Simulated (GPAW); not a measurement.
# As in GPAW: the effect of strain uniaxial x

The system is As.

```
As
1.0
     2.54146    0.00000    0.00000
     0.00000    2.70368    0.00000
     0.00000    0.00000    2.70368
As
1
Direct
  0.50000 0.50000 0.50000
```

This isn't the form of As at room conditions, which is rhombohedral.

Alike in all runs:

```yaml
Program: GPAW 26.7.0
Task: single point
Functional: PBE
Potentials_or_basis: GPAW PAW data sets (gpaw-data 1.2.1)
Cutoff: 600 eV
Basis: pw
k_mesh: 10 × 10 × 10
Occupations: fermi-dirac, width 0.05 eV
Spin: no spin polarisation
Maxiter: 150
```

Question: One run gave: pressure -1.8 GPa. Which strain uniaxial x did it use?
A. 0.04
B. 0.06
C. -0.02
D. -0.06
E. 0.02

Answer: B.

| strain uniaxial x | pressure (GPa) |
| --- | --- |
| -0.06 | 9.7 |
| -0.04 | 6.7 |
| -0.02 | 4.2 |
| -0.01 | 3.2 |
| 0 | 2.2 |
| 0.01 | 1.4 |
| 0.02 | 0.6 |
| 0.04 | -0.8 |
| 0.06 | -1.8 |

Caveats: the density grid can change from cell to cell, which puts small steps into energies and stress.
